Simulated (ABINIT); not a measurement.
Crystal: Eu.

```xyz
1
Lattice="-2.3030 2.3030 2.3030 2.3030 -2.3030 2.3030 2.3030 2.3030 -2.3030" Properties=species:S:1:pos:R:3 pbc="T T T"
Eu    0.0000    0.0000    0.0000
```

- Program: ABINIT 10.8.3 (patched build)
- Task: single point
- Functional: PBE
- Potentials or basis: JTH PAW PBE v2.0
- Cutoff: 544 eV
- k mesh: 8 × 8 × 8
- Occupations: fermi-dirac, width 0.05 eV
- Spin: collinear spin, ferromagnetic start
- Starting moments: [7.0] μB

On this cell: pressure -2.3 GPa; net moment 7.38 μB per cell; site moments Eu +6.81 μB; band gap on the k mesh none (metal or under the smearing width).

The same run follows on a disturbed copy (cell strained at random at fixed volume):

```xyz
1
Lattice="-2.3423 2.2599 2.3128 2.3089 -2.2840 2.3035 2.3461 2.2878 -2.3369" Properties=species:S:1:pos:R:3 pbc="T T T"
Eu    0.0180   -0.0570   -0.0288
```

Task: What changes?

Result: The energy (extrapolated to zero smearing) moves by +0.7 meV/atom; pressure -2.3 GPa; net moment 7.38 μB per cell; site moments Eu +6.81 μB; band gap on the k mesh none (metal or under the smearing width).

Stress tensor (GPa, compression positive):
```
-2.29 -0.02  0.18
-0.02 -2.24  0.13
 0.18  0.13 -2.28
```

Caveats: spin-orbit coupling is left out, which moves the levels of the heavy elements.
